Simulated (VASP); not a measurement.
# W (Pm-3n) in VASP: notebook

The runs below take W through relaxation of cell and atoms, with PBEsol, LDA.

Program: VASP 6.6.1. These are calculated values, not measurements. Logs are shortened: lines on timing, memory, paths and dates and some standing lists are left out, and cuts for length are marked.

### Step 1. Starting point

The structure is cubic, space group Pm-3n (No. 223). The conventional cell has a = 5.062 Å, b = 5.062 Å, c = 5.062 Å, α = 90.00°, β = 90.00°, γ = 90.00°. Around W (site symmetry -4m2) lie 6 W at 2.53 to 2.83 Å. W (site symmetry m-3) has 12 W at 2.83 Å as nearest neighbours.

This isn't the form of W at room conditions, which is bcc.

### Step 2. Relaxation of cell and atoms, PBEsol

Contents of INCAR:

```
SYSTEM = W
PREC = Accurate ; ENCUT = 600
EDIFF = 1E-7 ; ISMEAR = 0
SIGMA = 0.1 ; LREAL = .FALSE.
LASPH = .TRUE. ; NELM = 100
ALGO = Fast ; ISIF = 3
LWAVE = .FALSE. ; LCHARG = .FALSE.
GGA = PS ; IBRION = 2
NSW = 90 ; EDIFFG = -0.005
```

Contents of KPOINTS:

```
regular mesh
0
G
  8 8 8
  0 0 0
```

Contents of POSCAR:

```
W
1.0
    5.0622703800      0.0000000000      0.0000000000
    0.0000000000      5.0622703800      0.0000000000
    0.0000000000      0.0000000000      5.0622703800
W
8
Direct
    0.2500000000      0.0000000000      0.5000000000
    0.7500000000      0.0000000000      0.5000000000
    0.0000000000      0.5000000000      0.2500000000
    0.0000000000      0.5000000000      0.7500000000
    0.5000000000      0.7500000000      0.0000000000
    0.5000000000      0.2500000000      0.0000000000
    0.0000000000      0.0000000000      0.0000000000
    0.5000000000      0.5000000000      0.5000000000
```

Potentials or basis: VASP PAW PBE potentials, release 64 (W_sv).

Command:

```sh
cat potpaw_PBE.64/W_sv/POTCAR > POTCAR
mpirun -np 1 vasp_std > vasp.out
```

OUTCAR:

```text
SYSTEM = W
   PREC = Accurate
   ENCUT = 600
   EDIFF = 1E-7
   ISMEAR = 0
   LREAL = .FALSE.
   LASPH = .TRUE.
   NELM = 100
   ISIF = 3
   GGA = PS
   IBRION = 2
   NSW = 90
   EDIFFG = -0.005

 ion  position               nearest neighbor table
   1  0.250  0.000  0.500-   2 2.53   2 2.53   8 2.83   7 2.83   8 2.83   7 2.83   4 3.10   5 3.10
                             6 3.10   5 3.10   3 3.10   4 3.10   6 3.10   3 3.10
   2  0.750  0.000  0.500-   1 2.53   1 2.53   8 2.83   7 2.83   8 2.83   7 2.83   4 3.10   5 3.10
                             6 3.10   5 3.10   3 3.10   4 3.10   6 3.10   3 3.10
   3  0.000  0.500  0.250-   4 2.53   4 2.53   8 2.83   7 2.83   7 2.83   8 2.83   1 3.10   5 3.10
                             1 3.10   2 3.10   6 3.10   5 3.10   6 3.10   2 3.10
   4  0.000  0.500  0.750-   3 2.53   3 2.53   8 2.83   7 2.83   7 2.83   8 2.83   1 3.10   5 3.10
                             1 3.10   2 3.10   6 3.10   5 3.10   6 3.10   2 3.10
   5  0.500  0.750  0.000-   6 2.53   6 2.53   8 2.83   8 2.83   7 2.83   7 2.83   3 3.10   1 3.10
                             2 3.10   4 3.10   1 3.10   3 3.10   4 3.10   2 3.10
   6  0.500  0.250  0.000-   5 2.53   5 2.53   8 2.83   8 2.83   7 2.83   7 2.83   3 3.10   1 3.10
                             2 3.10   4 3.10   1 3.10   3 3.10   4 3.10   2 3.10
   7  0.000  0.000  0.000-   1 2.83   2 2.83   3 2.83   4 2.83   5 2.83   6 2.83   1 2.83   2 2.83
                             3 2.83   4 2.83   5 2.83   6 2.83
   8  0.500  0.500  0.500-   1 2.83   2 2.83   3 2.83   4 2.83   5 2.83   6 2.83   5 2.83   6 2.83
                             1 2.83   2 2.83   3 2.83   4 2.83

  LATTYP: Found a simple cubic cell.
 ALAT       =     5.0622703800

  Lattice vectors:

 A1 = (   5.0622703800,   0.0000000000,   0.0000000000)
 A2 = (   0.0000000000,   5.0622703800,   0.0000000000)
 A3 = (   0.0000000000,   0.0000000000,   5.0622703800)

Analysis of symmetry for initial positions (statically):
=====================================================================
 Subroutine PRICEL returns:
 Original cell was already a primitive cell.

 Routine SETGRP: Setting up the symmetry group for a
 simple cubic supercell.

 Subroutine GETGRP returns: Found 48 space group operations
 (whereof 24 operations were pure point group operations)
 out of a pool of 48 trial point group operations.

The static configuration has the point symmetry T_h .
 The point group associated with its full space group is O_h .

Analysis of symmetry for dynamics (positions and initial velocities):
=====================================================================
 Subroutine PRICEL returns:
 Original cell was already a primitive cell.

 Routine SETGRP: Setting up the symmetry group for a
 simple cubic supercell.

 Subroutine GETGRP returns: Found 48 space group operations
 (whereof 24 operations were pure point group operations)
 out of a pool of 48 trial point group operations.
[... 132 lines left out ...]
   IMIX   =      4    mixing-type and parameters
     AMIX     =   0.40;   BMIX     =  1.00
     AMIX_MAG =   1.60;   BMIX_MAG =  1.00
  volume/ion in A,a.u.               =      16.22       109.43
  Fermi-wavevector in a.u.,A,eV,Ry     =   1.558842  2.945785 33.062010  2.429989
  Thomas-Fermi vector in A             =   2.662288
   LORBIT       =      0    0 simple, 1 ext, 2 COOP (PROOUT), +10 PAW based schemes
   GGA     = PS    functional components
   LHFCALC =     F    Hartree Fock is set to
   AEXX    =    0.0000 exact exchange contribution
   IVDW    =     0    specifies the selected vdW correction
   LEPSILON=     F    determine dielectric tensor
   LRPA    =     F    only Hartree local field effects (RPA)
 conjugate gradient relaxation of ions
 non-spin polarized calculation
 RMM-DIIS sequential band-by-band and
 Gauss-broadening in eV      SIGMA  =   0.10
  energy-cutoff  :      600.00
  volume of cell :      129.73
 maximum number of plane-waves:      4385
   NGX = 21   NGY = 21   NGZ = 21

--------------------------------------- Ionic step        1  -------------------------------------------

 number of electron     111.9999971 magnetization

 Free energy of the ion-electron system (eV)
  ---------------------------------------------------
  ext. energy  EPLUGINS =         0.00000000
  ---------------------------------------------------
  free energy    TOTEN  =      -109.65567534 eV

  energy without entropy =     -109.64565361  energy(sigma->0) =     -109.65066447

------------------------ aborting loop because EDIFF is reached ----------------------------------------

  FORCE on cell =-STRESS in cart. coord.  units (eV):
  Direction    XX          YY          ZZ          XY          YZ          ZX
  --------------------------------------------------------------------------------------
  -------------------------------------------------------------------------------------
  Total       -3.8831853     -3.8831853     -3.8831853      0.0000000     -0.0000000     -0.0000000
  in kB      -47.9581787    -47.9581787    -47.9581787      0.0000000     -0.0000000     -0.0000000
  external PRESSURE =     -47.9581787 kB  Pullay stress =       0.0000000 kB
[... 113 lines left out ...]
--------------------------------------- Ionic step        4  -------------------------------------------

 number of electron     111.9999961 magnetization

 Free energy of the ion-electron system (eV)
  ---------------------------------------------------
  ext. energy  EPLUGINS =         0.00000000
  ---------------------------------------------------
  free energy    TOTEN  =      -109.68585270 eV

  energy without entropy =     -109.67582632  energy(sigma->0) =     -109.68083951

 E-fermi :  10.9425     XC(G=0): -13.7050

 val. band max:       10.8846889656   @ k =   0.3750   0.3750   0.1250
 cond. band min:      10.9579367213   @ k =   0.1250   0.1250   0.0000
 fundamental gap:      0.0732477557
 Fermi energy:        10.9425243321

 k-point     1 :       0.0000    0.0000    0.0000
  band No.  band energies     occupation
      1     -63.0420      2.00000
      2     -62.9920      2.00000
      3     -62.9920      2.00000
      4     -62.8431      2.00000
      5     -62.8431      2.00000
      6     -62.8431      2.00000
[... 1669 lines left out ...]
     66      13.7662      0.00000
     67      13.8532      0.00000

 [... further k-points ...]

------------------------ aborting loop because EDIFF is reached ----------------------------------------

  FORCE on cell =-STRESS in cart. coord.  units (eV):
  Direction    XX          YY          ZZ          XY          YZ          ZX
  --------------------------------------------------------------------------------------
  -------------------------------------------------------------------------------------
  Total        0.0027862      0.0027862      0.0027862     -0.0000000     -0.0000000     -0.0000000
  in kB        0.0349457      0.0349457      0.0349457     -0.0000000     -0.0000000     -0.0000000
  external PRESSURE =       0.0349457 kB  Pullay stress =       0.0000000 kB
[... 23 lines left out ...]
  FREE ENERGIE OF THE ION-ELECTRON SYSTEM (eV)
  ---------------------------------------------------
  free  energy   TOTEN  =      -109.6858527050 eV

  energy  without entropy=     -109.6758263176  energy(sigma->0) =     -109.68083951

 reached required accuracy - stopping structural energy minimisation
```

OSZICAR:

```text
N       E                     dE             d eps       ncg     rms          rms(c)
DAV:   1     0.167205266033E+04    0.16721E+04   -0.68185E+04  4698   0.217E+03
DAV:   2     0.118118502602E+02   -0.16602E+04   -0.16193E+04  4698   0.689E+02
DAV:   3    -0.109409003004E+03   -0.12122E+03   -0.11279E+03  5291   0.164E+02
[... 60 lines left out ...]
RMM:   3    -0.109685849685E+03    0.20720E-04   -0.10138E-04  4707   0.482E-02    0.288E-02
RMM:   4    -0.109685855111E+03   -0.54252E-05   -0.81606E-06  4936   0.140E-02    0.362E-02
RMM:   5    -0.109685852555E+03    0.25555E-05   -0.10774E-05  4730   0.168E-02    0.712E-04
RMM:   6    -0.109685852639E+03   -0.84427E-07   -0.16841E-06  5524   0.609E-03    0.269E-03
RMM:   7    -0.109685852705E+03   -0.65502E-07   -0.26038E-07  3118   0.258E-03
   4 F= -.10968585E+03 E0= -.10968084E+03  d E =-.301774E-01
```

It took 11 min on 1 thread of Intel Xeon 6975P-C (Granite Rapids), shared host; peak memory 0.42 GiB.

Results:

| Item | Value |
| --- | --- |
| Free energy | -109.6859 eV |
| Relaxed volume | 15.97 Å³/atom |
| Relaxed cell | a = 5.036 Å, b = 5.036 Å, c = 5.036 Å, α = 90.00°, β = 90.00°, γ = 90.00° |
| Space group after relaxing (to 0.05 Å) | Pm-3n (No. 223) |
| Energy gained by relaxing | 3.8 meV/atom |
| Ionic steps | 4 |
| Pressure after relaxing | 0.0 GPa |
| Band gap on the k mesh | none (metal or under the smearing width) |

Step by step:
| step | energy change (eV) | largest force (eV/Å) | pressure (GPa) | volume (Å³) |
| --- | --- | --- | --- | --- |
| 1 | 0.0000 | 0.0000 | -4.80 | 129.73 |
| 2 | 0.3819 | 0.0000 | 20.05 | 120.83 |
| 3 | -0.0302 | 0.0000 | -0.12 | 127.79 |
| 4 | -0.0302 | 0.0000 | 0.00 | 127.74 |

Final structure:
```
W
1.0
     5.03631    0.00000    0.00000
     0.00000    5.03631    0.00000
     0.00000    0.00000    5.03631
W
8
Direct
  0.25000 0.00000 0.50000
  0.75000 0.00000 0.50000
  0.00000 0.50000 0.25000
  0.00000 0.50000 0.75000
  0.50000 0.75000 0.00000
  0.50000 0.25000 0.00000
  0.00000 0.00000 0.00000
  0.50000 0.50000 0.50000
```

Levels at points of the mesh, in eV from the Fermi level:
| k point | band 53 | band 54 | band 55 | band 56 | band 57 | band 58 | band 59 | band 60 |
| --- | --- | --- | --- | --- | --- | --- | --- | --- |
| (0.00, 0.00, 0.00) | -1.50 | -1.50 | -0.50 | -0.50 | -0.50 | 1.64 | 1.64 | 1.64 |
| (0.50, 0.00, 0.00) | -1.15 | -1.15 | -0.94 | -0.94 | 0.55 | 0.55 | 0.81 | 0.81 |
| (0.50, 0.50, 0.00) | -1.28 | -0.96 | -0.96 | 0.28 | 0.28 | 0.32 | 0.58 | 1.04 |
| (0.50, 0.50, 0.50) | -1.38 | -1.38 | -1.38 | -1.38 | 1.36 | 1.36 | 1.36 | 1.36 |

Caveat: the PAW data sets were made with another functional, which shifts forces and pressure a little. The run has no spin-orbit coupling, so splittings on W are missing.

### Step 3. Relaxation of cell and atoms, LDA

Edit INCAR of step 2 so:

```diff
@@ -7,3 +7,3 @@
 LWAVE = .FALSE. ; LCHARG = .FALSE.
-GGA = PS ; IBRION = 2
-NSW = 90 ; EDIFFG = -0.005
+IBRION = 2 ; NSW = 90
+EDIFFG = -0.005
```

KPOINTS is that of step 2.

POSCAR is that of step 2.

Potentials or basis: VASP PAW LDA potentials, release 64 (W_sv).

Command:

```sh
cat potpaw_LDA.64/W_sv/POTCAR > POTCAR
mpirun -np 1 vasp_std > vasp.out
```

Run time: 14 min. Hardware: 1 thread of Intel Xeon 6975P-C (Granite Rapids), shared host; peak memory 0.36 GiB.

Results (log left out):

| Quantity | Value |
| --- | --- |
| Free energy | -112.0617 eV |
| Relaxed volume | 15.75 Å³/atom |
| Relaxed cell | a = 5.013 Å, b = 5.013 Å, c = 5.013 Å, α = 90.00°, β = 90.00°, γ = 90.00° |
| Space group after relaxing (to 0.05 Å) | Pm-3n (No. 223) |
| Energy gained by relaxing | 13.6 meV/atom |
| Ionic steps | 7 |
| Pressure after relaxing | 0.0 GPa |
| Band gap on the k mesh | none (metal or under the smearing width) |

The path:
```csv
step,energy change (eV),largest force (eV/Å),pressure (GPa),volume (Å³)
1,0.0000,0.0000,-9.11,129.73
2,1.5072,0.0000,44.31,113.18
3,-0.1088,0.0000,-0.47,126.17
4,-0.1090,0.0000,-0.06,126.01
5,-0.1090,0.0000,0.13,125.94
6,-0.1089,0.0000,-0.41,126.13
7,-0.1090,0.0000,0.01,125.99
```

Final structure:
```
W
1.0
     5.01317    0.00000    0.00000
     0.00000    5.01317    0.00000
     0.00000    0.00000    5.01317
W
8
Direct
  0.25000 0.00000 0.50000
  0.75000 0.00000 0.50000
  0.00000 0.50000 0.25000
  0.00000 0.50000 0.75000
  0.50000 0.75000 0.00000
  0.50000 0.25000 0.00000
  0.00000 0.00000 0.00000
  0.50000 0.50000 0.50000
```

Levels at points of the mesh, in eV from the Fermi level:
```tsv
k point	band 54	band 55	band 56	band 57	band 58	band 59
(0.00, 0.00, 0.00)	-1.54	-0.52	-0.52	-0.52	1.63	1.63
(0.50, 0.00, 0.00)	-1.15	-0.88	-0.88	0.53	0.53	0.84
(0.50, 0.50, 0.00)	-1.00	-1.00	0.29	0.29	0.33	0.59
(0.50, 0.50, 0.50)	-1.32	-1.32	-1.32	1.36	1.36	1.36
```

Spin-orbit coupling is left out, which matters for the levels of W.
